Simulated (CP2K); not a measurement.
**Sn under changes of volume**

One of the cells (27.650 Å³/atom); the others are scaled copies at fixed shape and fractional positions:

```
Sn
1.0
     4.45495    0.00000    0.00000
    -3.30667    2.98538    0.00000
    -0.57414   -1.49269    4.15799
Sn
2
Direct
  0.00000 0.00000 0.00000
  0.75000 0.25000 0.50000
```

- Program: CP2K 2026.2
- Functional: PBE
- Potentials or basis: POTENTIAL_UZH Sn GTH-PBE-q14; TZVP-MOLOPT-PBE-GTH basis
- Density cutoff: 8163 eV
- k mesh: 9 × 9 × 9
- Occupations: fermi-dirac, width 0.05 eV
- Spin: no spin polarisation

```csv
volume (Å³/atom),energy over the lowest point (meV/atom),pressure (GPa)
25.991,?,?
26.544,20.58,3.8
27.097,9.69,2.5
27.650,2.97,1.4
28.203,0.00,0.4
28.756,0.38,-0.5
29.309,3.74,-1.4
```

Q: What does the run at 25.991 Å³/atom give?

A: Energy over the lowest point 36.13 meV/atom; pressure 5.2 GPa.

Worked out: A Birch-Murnaghan fit of order 3 (a polynomial in V^(-2/3)) to the other rows has its minimum at 28.41 Å³/atom with B0 = V·E''(V) = 48 GPa and B' = 4.7 at fixed shape and positions, which overstates the stiffness. It gives 36.16 meV/atom at 25.991 Å³/atom, against the run's 36.13, and -dE/dV = 5.2 GPa, against 5.2.

Energies are extrapolated to zero smearing.

Caveats: the basis of atomic orbitals isn't converged, which shifts pressures, moduli and gaps.
